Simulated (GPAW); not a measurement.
# How the form of the self-energy moves the gap of CdTe (F-43m)

How much does the gap of CdTe (F-43m) depend on the approximation to the self-energy?

Main program and level: GPAW 26.7.0; LDA and many-body steps on it, plane waves.

The database entry behind the starting cell differs from later determinations by our own check (an axis about 1.1 % short against later determinations), so it need not match the best structure at ambient conditions.

### 1. Set-up

Symmetry: F-43m, No. 216, cubic system. Conventional cell: a = 6.410 Å, b = 6.410 Å, c = 6.410 Å, α = 90.00°, β = 90.00°, γ = 90.00°. Nearest to Cd lie 4 Te at 2.78 Å. Nearest to Te lie 4 Cd at 2.78 Å. Farther neighbours and most contacts between anions are not listed.

As a file:

```cif
data_structure
_symmetry_space_group_name_H-M 'P 1'
_symmetry_Int_Tables_number 1
_cell_length_a 4.5326
_cell_length_b 4.5326
_cell_length_c 4.5326
_cell_angle_alpha 60.000
_cell_angle_beta 60.000
_cell_angle_gamma 60.000
_cell_volume 65.84
loop_
_atom_site_label
_atom_site_type_symbol
_atom_site_fract_x
_atom_site_fract_y
_atom_site_fract_z
_atom_site_occupancy
Cd1 Cd 0.00000 0.00000 0.00000 1
Te2 Te 0.25000 0.25000 0.25000 1
```

The cell and positions come from the Crystallography Open Database and are kept as given unless a step says otherwise. Spin-orbit coupling is left out unless a step names it.

### 2. Empty states on the mesh, 4×4×4 mesh, 786 bands

This step: GPAW 26.7.0; DFT, LDA, plane waves, PAW.

The sums over transitions need many empty states on a uniform mesh; this step solves for them.

The input, run.py:

```python
import json
import numpy as np
from gpaw.mpi import world
from gpaw import GPAW

calc = GPAW('gs.gpw').fixed_density(kpts={'size': (4, 4, 4), 'gamma': True},
    parallel={'domain': 1, 'band': 1},
    txt='nscf.txt')
calc.diagonalize_full_hamiltonian(nbands=786)
calc.write('full.gpw', mode='all')
res = {}
kpts = calc.get_ibz_k_points()
res['kpts'] = kpts
res['eigenvalues'] = [calc.get_eigenvalues(kpt=k) for k in range(len(kpts))]
res['n_electrons'] = calc.get_number_of_electrons()

if world.rank == 0:
    with open('result.json', 'w') as f:
        json.dump(res, f, default=lambda x: x.tolist())
```

On the command line:

```
$ mpirun -n 4 gpaw python run.py
```

Numbers of over 12 decimals in the logs are rounded to 6 here.

Output:

```text
Diagonalizing LCAO Hamiltonian
Converting LCAO to pw mode
convergence criteria:
- Maximum integral of absolute [eigenst]ate change: 4e-08 eV^2 / valence electron
maximum number of iterations: 100

SCF iterations
|iter     |     time |      energy | eigst |  dens |
|iter:   1|  |             | +0.73 |       |
|iter:   2|  |             | -0.48 |       |
|iter:   3|  |             | -2.09 |       |
|iter:   4|  |             | -3.37 |       |
|iter:   5|  |             | -4.64 |       |
|iter:   6|  |             | -5.82 |       |
|iter:   7|  |             | -7.04 |       |
|iter:   8|  |             | -7.56c|       |
SCF steps: 8
  __  _  _
 | _ |_)|_||  |
 |__||  | ||/\| - 26.7.0

Input parameters:
  mode=PW(ecut=450.000000),
  convergence={'density': 1e-06, 'bands': -3},
  gpts=array([24, 24, 24]),
  kpts=MonkhorstPack(size=(4, 4, 4), gamma=True),
  maxiter=100,
  nbands=16,
  occupations=Occupations(name='fermi-dirac', width=0.001, fixmagmom=False),
  parallel={'domain': 1, 'band': 1},
  xc=XC(name='LDA')
Matrix size: 1427x1427
# Writing to full.gpw (mode='all')
  [... matrices ...]

timing:  # [seconds]
  Total: 4.050  # ━━━━━━━━━━━━━━━━━━━━━━━━━━━━━━━━━━━━━━━━━━━━━━━━━━━━━━━━━━━
```

It took 7.2 s on 4 MPI ranks of Intel Xeon 6975P-C (Granite Rapids), shared host; peak memory 1.4 GiB; 28 s of CPU time.

Numbers from this step:

```
gap                                                           : 0.6080 eV
k of the valence top                                          : 0, 0, 0
k of the conduction bottom                                    : 0, 0, 0
least direct gap                                              : 0.6080 eV
k points computed                                             : 8
lowest point of the top converged band, above the valence top : 288.3022 eV
```

On this mesh the gap is 0.608 eV.

### 3. G0W0, Godby-Needs plasmon pole

G0W0 replaces the xc potential by the self-energy, built once from these orbitals. Only a window of levels is corrected, while the sums run over the empty bands that the input names.

This step: G0W0 on LDA, plane waves, PAW.

The input, run.py:

```python
import json
import numpy as np
from gpaw.mpi import world
from gpaw.response.g0w0 import G0W0

gw = G0W0('full.gpw',
    filename='gw',
    kpts=[0],
    bands=(7, 11),
    ecut=180,
    nbands=361,
    integrate_gamma='WS',
    ppa=True)
gw.calculate()
res = {mode: {k: v for k, v in r.items() if k != 'sigma_eskwn'}
       for mode, r in gw.all_results.items()}

if world.rank == 0:
    with open('result.json', 'w') as f:
        json.dump(res, f, default=lambda x: x.tolist())
```

On the command line:

```
$ mpirun -n 4 gpaw python run.py
```

Output:

```text
Using integrator: PointIntegrator
FrequencyGridDescriptor(from 0.000+0.000j to 0.000+27.211j eV, 2 points)
Nonperiodic BCs:  [False False False]
Using integrator: PointIntegrator
FrequencyGridDescriptor(from 0.000+0.000j to 0.000+27.211j eV, 2 points)
Nonperiodic BCs:  [False False False]
  ___  _ _ _
 |   || | | |
 | | || | | |
 |__ ||_____|
 |___|

BZ k-points: Symmetries present (total): 24

  [... matrices ...]
64 k-points: 4 x 4 x 4 Monkhorst-Pack grid + [1/8,1/8,1/8]
8 k-points in the irreducible part of the Brillouin zone
       k-points in crystal coordinates                weights
   0:     0.00000000    0.00000000    0.00000000          1/64
   1:     0.25000000    0.25000000    0.00000000          6/64
   2:     0.25000000    0.25000000    0.25000000          8/64
   3:     0.50000000    0.25000000   -0.25000000          6/64
   4:     0.50000000    0.25000000    0.25000000         12/64
   5:     0.50000000    0.50000000    0.00000000          3/64
   6:     0.50000000    0.50000000    0.25000000         24/64
   7:     0.50000000    0.50000000    0.50000000          4/64

Distributing spins, k-points and bands (1 x 1 x 4) over 4 processes
Number of blocks: 1

Quasi particle states:
k-points (IBZ indices): [0]
Band range: (7, 11)
  [... matrices ...]
Computational parameters:
Plane wave cut-off: 180 eV
Number of bands: 361
Coulomb cutoff: None
Broadening: 0.1 eV

fxc modes: GW
Kernel: RPA
Using Godby-Needs plasmon-pole approximation:
  Fitting energy: i*E0, E0 = 1.000 Hartree
Summing all q:

Calculating screened Coulomb potential
No Coulomb truncation
FrequencyGridDescriptor(from 0.000+0.000j to 0.000+27.211j eV, 2 points)
Removing empty qpoint cache files...

Calculating chi0 body with:
    Ground state adapter containing:
    Number of spins: 1
    Number of kpoints: 64
    Number of irreducible kpoints: 8
    Number of completely occupied states: 9
    Number of partially occupied states: 9
    Occupied states memory: 1.8984375 M / cpu

    Linear response parametrization:
    q_c: [0.0, 0.0, 0.0]
    Number of frequency points: 2
    Planewave cutoff: 180.0
    Number of bands: 361
    Number of planewaves: 339
    Broadening (eta): 1e-06
    comm.size: 4
    kncomm.size: 4
    blockcomm.size: 1

    Memory estimate of potentially large arrays:
        chi0_wGG: 3.507111 M / cpu
Integrating chi0 body.

Symmetries of q_c:
    Direct symmetries (Uq -> q): 24
    Indirect symmetries (TUq -> q): 24
In total 48 allowed symmetries.

  [... matrices ...]
8 groups of equivalent kpoints. 87.5% reduction.

Integral kind: response function
Integrating chi0 head and wings.

Symmetries of q_c:
    Direct symmetries (Uq -> q): 24
    Indirect symmetries (TUq -> q): 24
In total 48 allowed symmetries.

  [... matrices ...]
8 groups of equivalent kpoints. 87.5% reduction.

Integral kind: response function wings

Calculating chi0 body with:
    Ground state adapter containing:
    Number of spins: 1
    Number of kpoints: 64
    Number of irreducible kpoints: 8
    Number of completely occupied states: 9
    Number of partially occupied states: 9
    Occupied states memory: 1.8984375 M / cpu

    Linear response parametrization:
[... the further q-points ...]

Results:
f:      Occupation numbers
eps:     KS-eigenvalues [eV]
vxc:     KS vxc [eV]
exx:     Exact exchange [eV]
sigma:   Self-energies [eV]
dsigma:  Self-energy derivatives
Z:       Renormalization factors
qp:      QP-energies [eV]

k-point 0 (0): (0.000, 0.000, 0.000)                GW
band       f     eps     vxc     exx   sigma  dsigma       Z      qp
                                                                   GW
   7   1.000   3.777 -16.571 -18.178   1.194  -0.264   0.791   3.451
   8   1.000   3.777 -16.571 -18.178   1.194  -0.264   0.791   3.451
   9   0.000   4.385 -13.972  -9.625  -3.590  -0.245   0.803   4.993
  10   0.000   8.267 -11.406  -6.804  -4.175  -0.256   0.796   8.607
```

Run time: 1.8 min. Hardware: 4 MPI ranks; peak memory 1.6 GiB.

This step gave:

```
G0W0 gap on the points computed              : 1.542 eV
least direct G0W0 gap on the computed points : 1.542 eV
Z at the valence top                         : 0.7909
Z at the conduction bottom                   : 0.8031
starting gap on the mesh                     : 0.6080 eV
k of the valence top                         : 0, 0, 0
k of the conduction bottom                   : 0, 0, 0
```

The gap on the mesh goes from 0.61 eV to 1.54 eV, a correction of +0.93 eV.

### 4. One-shot HSE06

This step: one-shot HSE06 levels on LDA orbitals, plane waves, PAW.

The input, run.py:

```python
import json
import numpy as np
from gpaw.mpi import world
from gpaw.hybrids.eigenvalues import non_self_consistent_eigenvalues

dft, vxc, vxc_hyb = non_self_consistent_eigenvalues('full.gpw', 'HSE06', 7, 11, kpt_indices=[0])
res = {'dft': dft[0], 'hybrid': (dft - vxc + vxc_hyb)[0]}
if world.rank == 0:
    with open('hybrid.txt', 'w') as f:
        for k, e0, e1 in zip([0], res['dft'], res['hybrid']):
            print(k, ' '.join(f'{x:9.4f}' for x in e0), '|', ' '.join(f'{x:9.4f}' for x in e1), file=f)

if world.rank == 0:
    with open('result.json', 'w') as f:
        json.dump(res, f, default=lambda x: x.tolist())
```

On the command line:

```
$ mpirun -n 4 gpaw python run.py
```

Output:

```text
IBZ(<points: 8, symmetries: 24>)
Occupied bands: 9
Transforming wave functions from IBZ to BZ: 0.018 seconds
Distributing wave functions and iFFT-ing to real space: 0.106 seconds
Calculating eigenvalues:
  k-points: 1
  Bands: 7-10 (inclusive)
  Seconds: 0.127 (wave-function broadcasting: 0.003 seconds)
HSE06-eigenvalue shifts:
  min: -0.160 eV
  ave: 0.306 eV
  max: 0.819 eV
```

Elapsed: 3.1 s, on 4 MPI ranks; peak memory 0.7 GiB; 11 s of CPU time.

This step gave:

* starting gap on the mesh: 0.6080 eV
* hybrid gap on the mesh: 1.588 eV
* least direct hybrid gap on the computed points: 1.588 eV

[end of part 1 of 2]

[Paths, hosts, dates, memory and timing lines, banners, echoed tables and standing remarks are left out of the program output.]

[Logs are printed without paths, hosts, clocks, repeated set-up lines and the standing remarks that a program may print on its own settings, such as how far it seeks lower states.]

[Runs of the session that timed out or met a known fault of the program may be left out.]

[Hosts, paths, dates, database ids (printed as entryN), source tags and the programs' standing remarks are cut or masked in the printed files.]
